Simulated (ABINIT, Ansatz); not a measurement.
# NaI (Fm-3m): bands and cutoff in G0W0 with ABINIT

Aim: raise bands and screening cutoff together for NaI (Fm-3m) and follow gap and time.

Calculated with ABINIT 10.8.3; PBE and many-body steps on it, plane waves.

**1. The structure**

Symmetry: Fm-3m, No. 225, cubic system. Conventional cell: a = 6.473 Å, b = 6.473 Å, c = 6.473 Å, α = 90.00°, β = 90.00°, γ = 90.00°. Na has 6 I at 3.24 Å nearest. I has 6 Na at 3.24 Å nearest. Farther neighbours and most contacts between anions are not listed.

Structure file:

```cif
data_structure
_symmetry_space_group_name_H-M 'P 1'
_symmetry_Int_Tables_number 1
_cell_length_a 4.5770
_cell_length_b 4.5770
_cell_length_c 4.5770
_cell_angle_alpha 60.000
_cell_angle_beta 60.000
_cell_angle_gamma 60.000
_cell_volume 67.80
loop_
_atom_site_label
_atom_site_type_symbol
_atom_site_fract_x
_atom_site_fract_y
_atom_site_fract_z
_atom_site_occupancy
Na1 Na 0.00000 0.00000 0.00000 1
I2 I 0.50000 0.50000 0.50000 1
```

The cell and positions come from the Crystallography Open Database and are kept as given unless a step says otherwise. Spin-orbit coupling is left out unless a step names it.

**2. Empty states on the mesh, 4×4×4 mesh, 177 bands**

This step: ABINIT 10.8.3; DFT, PBE, plane waves, norm-conserving pseudopotentials.

The sums over transitions need many empty states on a uniform mesh; this step solves for them.

Input file run.abi:

```
acell 3*1.0 Angstrom
rprim 
  -0.000000000000 3.236400000000 3.236400000000
  3.236400000000 0.000000000000 3.236400000000
  3.236400000000 3.236400000000 0.000000000000
ntypat 2
znucl 11 53
natom 2
typat 1 2
xred 
  0.000000000000 0.000000000000 0.000000000000
  0.500000000000 0.500000000000 0.500000000000
pp_dirpath "pseudos"
pseudos "Na.upf, I.upf"
ecut 38
ngkpt 4 4 4
nshiftk 1
shiftk 0 0 0
kptopt 1
chksymbreak 0
iscf -2
irdden 1
istwfk *1
nband 177
nbdbuf 16
tolwfr 1e-09
nstep 60
prtvol 0
indata_prefix "in"
outdata_prefix "out"
tmpdata_prefix "tmp"
```

On the command line:

```sh
> OMP_NUM_THREADS=1 mpirun -n 4 abinit run.abi > log
```

Numbers of over 12 decimals in the logs are rounded to 6 here.

The program printed:

```text
.Version 10.8.3 of ABINIT. v10.8.2 released Aug 2026.

 Symmetries : space group Fm -3 m (#225); Bravais cF (face-center cubic)
[... echo of the input left out ...]
== DATASET  1 ==================================================================
-   mpi_nproc: 4, omp_nthreads: 1 (-1 if OMP is not activated)

--- !DatasetInfo
iteration_state: {dtset: 1, }
dimensions: {natom: 2, nkpt: 8, mband: 177, nsppol: 1, nspinor: 1, nspden: 1, mpw: 5124, }
cutoff_energies: {ecut:  38.0, pawecutdg:  -1.0, }
[...]
3.38638    3.38638    3.51961    3.52078    3.52078    3.52078    3.52119    3.52119
   3.57221    3.57221    3.57221    3.57275    3.76161    3.76161    3.76163    3.89881
   3.90273
 prteigrs : prtvol=0 or 1, do not print more k-points.

== END DATASET(S) ==============================================================
================================================================================

 -outvars: echo values of variables after computation  --------
            nband         177
             nkpt           8
          spgroup         225
 [... the other variables as echoed above ...]

 Calculation completed.
```

Elapsed: 73 s, on 4 MPI ranks of Intel Xeon Platinum 8375C at 2.90GHz (Ice Lake), shared host; peak memory 0.47 GiB; 4.8 min of CPU time.

This step gave:

```yaml
gap: 3.639 eV
k_of_the_valence_top: 0, 0, 0
k_of_the_conduction_bottom: 0, 0, 0
least_direct_gap: 3.639 eV
k_points_computed: 8
lowest_point_of_the_top_converged_band_above_the_valence_top: 92.0409 eV
```

On this mesh the gap is 3.639 eV.

The density comes from a self-consistent run that is not shown.

**3. Screening, 4×4×4 mesh, 27 bands, screening to 62.6 eV**

The RPA dielectric matrix is built and inverted for each q.

This step: RPA screening on PBE, plane waves, norm-conserving pseudopotentials.

Edit run.abi of step 2 so:

```diff
@@ -20,10 +20,11 @@
 chksymbreak 0
-iscf -2
-irdden 1
 istwfk *1
-nband 177
-nbdbuf 16
-tolwfr 1e-09
-nstep 60
-prtvol 0
+occopt 1
+irdwfk 1
+optdriver 3
+nband 27
+ecuteps 2.3
+inclvkb 2
+awtr 1
+symchi 1
 indata_prefix "in"
```

The program printed:

```text
.Version 10.8.3 of ABINIT. v10.8.2 released Aug 2026.

 Symmetries : space group Fm -3 m (#225); Bravais cF (face-center cubic)
[... echo of the input left out ...]
== DATASET  1 ==================================================================
-   mpi_nproc: 4, omp_nthreads: 1 (-1 if OMP is not activated)

--- !DatasetInfo
iteration_state: {dtset: 1, }
dimensions: {natom: 2, nkpt: 8, mband: 27, nsppol: 1, nspinor: 1, nspden: 1, mpw: 5124, }
cutoff_energies: {ecut:  38.0, pawecutdg:  -1.0, }
electrons: {nelect:   1.60000000E+01, charge:   0.00000000E+00, occopt:   1.00000000E+00, tsmear:   1.00000000E-02, }

 SCREENING: Calculation of the susceptibility and dielectric matrices

 Based on a program developped by R.W. Godby, V. Olevano, G. Onida, and L. Reining.
 Incorporated in ABINIT by V. Olevano, G.-M. Rignanese, and M. Torrent.
.Using double precision arithmetic ; gwpc =  8

[... cell and pseudopotentials left out ...]
--------------------------------------------------------------------------------

 ==== K-mesh for the wavefunctions ====
 Number of points in the irreducible wedge :     8
[... list of points left out ...]
 Together with 48 symmetry operations and time-reversal symmetry
 yields    64 points in the full Brillouin Zone.

 ==== Q-mesh for the screening function ====
 Number of points in the irreducible wedge :     8
[... list of points left out ...]
 Together with 48 symmetry operations and time-reversal symmetry
 yields    64 points in the full Brillouin Zone.

 setmesh: FFT mesh size selected  =    30x   30x   30
          total number of points  =        27000

 vcoul_init : cutoff-mode = AUXILIARY_FUNCTION
 q-points for optical limit:   1
     1)      0.000010    0.000020    0.000030

- screening: taking advantage of time-reversal symmetry
- Maximum band index for partially occupied states nbvw = 8
- Remaining bands to be divided among processors   nbcw = 19
- Number of bands treated by each node ~4

 Number of electrons calculated from density =   16.0000; Expected =   16.0000
 average of density, n =  0.034971
 r_s =    1.8970
 omega_plasma =   18.0389 [eV]

 calculating chi0 at frequencies [eV] :
  1    0.000000E+00    0.000000E+00
  2    0.000000E+00    1.803886E+01

--------------------------------------------------------------------------------
  q-point number  1        q = ( 0.000000, 0.000000, 0.000000) [r.l.u.]
--------------------------------------------------------------------------------
[... chi0 elements left out ...]
 For q-point:  0.000010 0.000020 0.000030
  dielectric constant =   3.2139
  dielectric constant without local fields =   3.9106

  Average fulfillment of the sum rule on Im[epsilon] for q-point    1 :     30.61  [%]
[... wings left out ...]
  q-point number  2        q = ( 0.250000, 0.000000, 0.000000) [r.l.u.]
--------------------------------------------------------------------------------
[... chi0 elements left out ...]
  Average fulfillment of the sum rule on Im[epsilon] for q-point    2 :     50.12  [%]

 [... 6 further q-points ...]
```

Wall time 5.6 s (4 MPI ranks); peak memory 0.62 GiB; 22 s of CPU time.

Numbers from this step:

* ε∞ with local fields, on this mesh, along the program's q direction: 3.214
* the same without local fields: 3.911
* plasma frequency: 18.04 eV
* plane waves in the screening matrix: 65

Local fields lower ε∞ by 18 %.

**4. 27 bands, 62.6 eV**

The self-energy is evaluated for the states that the input lists, and the levels follow from it, in one-shot runs by the linearised quasiparticle equation.

This step: G0W0 on PBE, plane waves, norm-conserving pseudopotentials.

Edit run.abi of step 3 so:

```diff
@@ -23,8 +23,15 @@
 irdwfk 1
-optdriver 3
+optdriver 4
 nband 27
+gwcalctyp 0
+ecutsigx 38
+symsigma 1
+nkptgw 1
+kptgw 
+  0.0000000000 0.0000000000 0.0000000000
+bdgw 
+  6 12
 ecuteps 2.3
-inclvkb 2
-awtr 1
-symchi 1
+irdscr 1
+ppmodel 1
 indata_prefix "in"
```

The program printed:

```text
.Version 10.8.3 of ABINIT. v10.8.2 released Aug 2026.

 Symmetries : space group Fm -3 m (#225); Bravais cF (face-center cubic)
[... echo of the input left out ...]
== DATASET  1 ==================================================================
-   mpi_nproc: 4, omp_nthreads: 1 (-1 if OMP is not activated)

--- !DatasetInfo
iteration_state: {dtset: 1, }
dimensions: {natom: 2, nkpt: 8, mband: 27, nsppol: 1, nspinor: 1, nspden: 1, mpw: 5124, }
cutoff_energies: {ecut:  38.0, pawecutdg:  -1.0, }
electrons: {nelect:   1.60000000E+01, charge:   0.00000000E+00, occopt:   1.00000000E+00, tsmear:   1.00000000E-02, }

 SIGMA: Calculation of the GW corrections

 Based on a program developped by R.W. Godby, V. Olevano, G. Onida, and L. Reining.
 Incorporated in ABINIT by V. Olevano, G.-M. Rignanese, and M. Torrent.
.Using double precision arithmetic ; gwpc =  8

[... cell and pseudopotentials left out ...]
--------------------------------------------------------------------------------

 ==== K-mesh for the wavefunctions ====
 Number of points in the irreducible wedge :     8
[... list of points left out ...]
 Together with 48 symmetry operations and time-reversal symmetry
 yields    64 points in the full Brillouin Zone.

 ==== Q-mesh for screening function ====
 Number of points in the irreducible wedge :     8
[... list of points left out ...]
 Together with 48 symmetry operations and time-reversal symmetry
 yields    64 points in the full Brillouin Zone.

 vcoul_init : cutoff-mode = AUXILIARY_FUNCTION
 q-points for optical limit:   1
     1)      0.000010    0.000020    0.000030
 setmesh: FFT mesh size selected  =    50x   50x   50
          total number of points  =       125000

 Number of electrons calculated from density =   16.0000; Expected =   16.0000
 average of density, n =  0.034971
 r_s =    1.8970
 omega_plasma =   18.0389 [eV]

 === KS Band Gaps ===
  >>>> For spin  1
   Minimum direct gap =   3.6392 [eV], located at k-point      :   0.0000  0.0000  0.0000
   Fundamental gap    =   3.6392 [eV], Top of valence bands at :   0.0000  0.0000  0.0000
                                       Bottom of conduction at :   0.0000  0.0000  0.0000
 SIGMA fundamental parameters:
 PLASMON POLE MODEL  1
 number of plane-waves for SigmaX                 5065
 number of plane-waves for SigmaC and W             65
 number of plane-waves for wavefunctions          5065
 number of bands                                    27
 number of independent spin polarizations            1
 number of spinorial components                      1
 number of k-points in IBZ                           8
 number of q-points in IBZ                           8
 number of symmetry operations                      48
 number of k-points in BZ                           64
 number of q-points in BZ                           64
 number of frequencies for dSigma/dE                 9
 frequency step for dSigma/dE [eV]                0.25
 number of omega for Sigma on real axis              0
 max omega for Sigma on real axis  [eV]           0.00
 zcut for avoiding poles [eV]                     0.10

 EPSILON^-1 parameters (SCR file):
 dimension of the eps^-1 matrix on file             65
 dimension of the eps^-1 matrix used                65
 number of plane-waves for wavefunctions          5065
 number of bands                                    27
 number of q-points in IBZ                           8
 number of frequencies                               2
 number of real frequencies                          1
 number of imag frequencies                          1

 matrix elements of self-energy operator (all in [eV])

 Perturbative Calculation

--- !SelfEnergy_ee
iteration_state: {dtset: 1, }
kpoint     : [   0.000,    0.000,    0.000, ]
spin       : 1
KS_gap     :    3.639
QP_gap     :    5.257
Delta_QP_KS:    1.618
data: !SigmaeeData |
     Band     E0 <VxcDFT>   SigX SigC(E0)      Z dSigC/dE  Sig(E)    E-E0       E
        6   0.107 -11.384 -14.313   2.098   0.812  -0.232 -12.059  -0.675  -0.568
        7   0.107 -11.384 -14.313   2.098   0.812  -0.232 -12.059  -0.675  -0.568
        8   0.107 -11.384 -14.313   2.098   0.812  -0.232 -12.059  -0.675  -0.568
        9   3.746  -7.312  -3.615  -2.579   0.844  -0.185  -6.369   0.943   4.689
       10   8.073  -7.141  -3.086  -2.673   0.837  -0.195  -5.985   1.156   9.229
       11   8.073  -7.141  -3.086  -2.673   0.837  -0.195  -5.985   1.156   9.229
       12   8.073  -7.141  -3.086  -2.673   0.837  -0.195  -5.985   1.156   9.229

== END DATASET(S) ==============================================================
================================================================================

 -outvars: echo values of variables after computation  --------
           etotal      0.0000000000E+00
            nband          27
             nkpt           8
          spgroup         225
 [... the other variables as echoed above ...]

 Calculation completed.
```

Elapsed: 3.3 s, on 4 MPI ranks; peak memory 0.65 GiB; 12 s of CPU time.

This step gave:

* G0W0 gap on the points computed: 5.257 eV
* starting gap on the mesh: 3.639 eV
* k of the valence top: 0, 0, 0
* k of the conduction bottom: 0, 0, 0
* Z at the valence top: 0.812
* Z at the conduction bottom: 0.844
* least direct G0W0 gap on the computed points: 5.257 eV

The gap on the mesh goes from 3.64 eV to 5.26 eV, a correction of +1.62 eV.

**5. Screening, 4×4×4 mesh, 70 bands, screening to 114.3 eV**

This step: RPA screening on PBE, plane waves, norm-conserving pseudopotentials.

Edit run.abi of step 4 so:

```diff
@@ -23,15 +23,8 @@
 irdwfk 1
-optdriver 4
-nband 27
-gwcalctyp 0
-ecutsigx 38
-symsigma 1
-nkptgw 1
-kptgw 
-  0.0000000000 0.0000000000 0.0000000000
-bdgw 
-  6 12
-ecuteps 2.3
-irdscr 1
-ppmodel 1
+optdriver 3
+nband 70
+ecuteps 4.2
+inclvkb 2
+awtr 1
+symchi 1
 indata_prefix "in"
```

The program printed:

```text
.Version 10.8.3 of ABINIT. v10.8.2 released Aug 2026.

 Symmetries : space group Fm -3 m (#225); Bravais cF (face-center cubic)
[... echo of the input left out ...]
== DATASET  1 ==================================================================
-   mpi_nproc: 4, omp_nthreads: 1 (-1 if OMP is not activated)

--- !DatasetInfo
iteration_state: {dtset: 1, }
dimensions: {natom: 2, nkpt: 8, mband: 70, nsppol: 1, nspinor: 1, nspden: 1, mpw: 5124, }
cutoff_energies: {ecut:  38.0, pawecutdg:  -1.0, }
electrons: {nelect:   1.60000000E+01, charge:   0.00000000E+00, occopt:   1.00000000E+00, tsmear:   1.00000000E-02, }

 SCREENING: Calculation of the susceptibility and dielectric matrices

 Based on a program developped by R.W. Godby, V. Olevano, G. Onida, and L. Reining.
 Incorporated in ABINIT by V. Olevano, G.-M. Rignanese, and M. Torrent.
.Using double precision arithmetic ; gwpc =  8

[... cell and pseudopotentials left out ...]
--------------------------------------------------------------------------------

 ==== K-mesh for the wavefunctions ====
 Number of points in the irreducible wedge :     8
[... list of points left out ...]
 Together with 48 symmetry operations and time-reversal symmetry
 yields    64 points in the full Brillouin Zone.

 ==== Q-mesh for the screening function ====
 Number of points in the irreducible wedge :     8
[... list of points left out ...]
 Together with 48 symmetry operations and time-reversal symmetry
 yields    64 points in the full Brillouin Zone.

 setmesh: FFT mesh size selected  =    32x   32x   32
          total number of points  =        32768

 vcoul_init : cutoff-mode = AUXILIARY_FUNCTION
 q-points for optical limit:   1
     1)      0.000010    0.000020    0.000030

- screening: taking advantage of time-reversal symmetry
- Maximum band index for partially occupied states nbvw = 8
- Remaining bands to be divided among processors   nbcw = 62
- Number of bands treated by each node ~15

 Number of electrons calculated from density =   16.0000; Expected =   16.0000
 average of density, n =  0.034971
 r_s =    1.8970
 omega_plasma =   18.0389 [eV]

 calculating chi0 at frequencies [eV] :
  1    0.000000E+00    0.000000E+00
  2    0.000000E+00    1.803886E+01

--------------------------------------------------------------------------------
  q-point number  1        q = ( 0.000000, 0.000000, 0.000000) [r.l.u.]
--------------------------------------------------------------------------------
[... chi0 elements left out ...]
 For q-point:  0.000010 0.000020 0.000030
  dielectric constant =   3.2336
  dielectric constant without local fields =   3.9319

  Average fulfillment of the sum rule on Im[epsilon] for q-point    1 :     57.56  [%]
[... wings left out ...]
  q-point number  2        q = ( 0.250000, 0.000000, 0.000000) [r.l.u.]
--------------------------------------------------------------------------------
[... chi0 elements left out ...]
  Average fulfillment of the sum rule on Im[epsilon] for q-point    2 :     68.53  [%]

 [... 6 further q-points ...]
```

It took 13 s on 4 MPI ranks; peak memory 0.87 GiB; 52 s of CPU time.

Numbers from this step:

| Property | Result |
| --- | --- |
| ε∞ with local fields, on this mesh, along the program's q direction | 3.234 |
| the same without local fields | 3.932 |
| plasma frequency | 18.04 eV |
| plane waves in the screening matrix | 169 |

[end of part 1 of 2]

[Paths, hosts, dates, memory and timing lines, banners, echoed tables and standing remarks are left out of the program output.]

[Logs are printed without paths, hosts, clocks, repeated set-up lines and the standing remarks that a program may print on its own settings, such as how far it seeks lower states.]

[Runs of the session that timed out or met a known fault of the program may be left out.]

[Hosts, paths, dates, database ids (printed as entryN), source tags and the programs' standing remarks are cut or masked in the printed files.]

[G0W0 gaps are taken among the corrected bands and points alone; a level outside them can change the order at an edge.]

[Where Ansatz stands beside ABINIT at settings called matched, ABINIT's density can come from a denser mesh and the files from another edition; pairs whose starting gaps differed by over 0.03 eV were left out, so agreement reads better than it is.]
